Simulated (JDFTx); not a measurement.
Re:

```
CELL_PARAMETERS angstrom
0.00000 1.97500 1.97500
1.97500 0.00000 1.97500
1.97500 1.97500 0.00000
ATOMIC_POSITIONS crystal
Re 0.00000 0.00000 0.00000
```

This isn't the form of Re at room conditions, which is hcp.

```yaml
Program: JDFTx 1.7.0 (patched build)
Task: single point
Functional: PBE
Potentials_or_basis: PseudoDojo-SR-PBE-0.5-standard
Cutoff: 980 eV
Density_cutoff: 3918 eV
k_mesh: 12 × 12 × 12
Occupations: fermi-dirac, width 0.05 eV
Spin: no spin polarisation
```

On this cell: pressure -9.2 GPa; band gap on the k mesh none (metal or under the smearing width).

The same run follows on a disturbed copy (cell strained at random at fixed volume):

```
Re
1.0
    -0.01177    2.02327    1.96577
     1.91022    0.03753    1.91646
     1.98270    2.04645   -0.03495
Re
1
Direct
  0.98654 0.01047 0.01073
```

Problem. What does the disturbed cell give?

Solution. The energy (extrapolated to zero smearing) moves by +41.5 meV/atom; pressure -8.2 GPa; band gap on the k mesh none (metal or under the smearing width).

Stress tensor (GPa, compression positive):
```
 -4.64  -6.46   9.44
 -6.46 -14.11  -1.78
  9.44  -1.78  -5.76
```
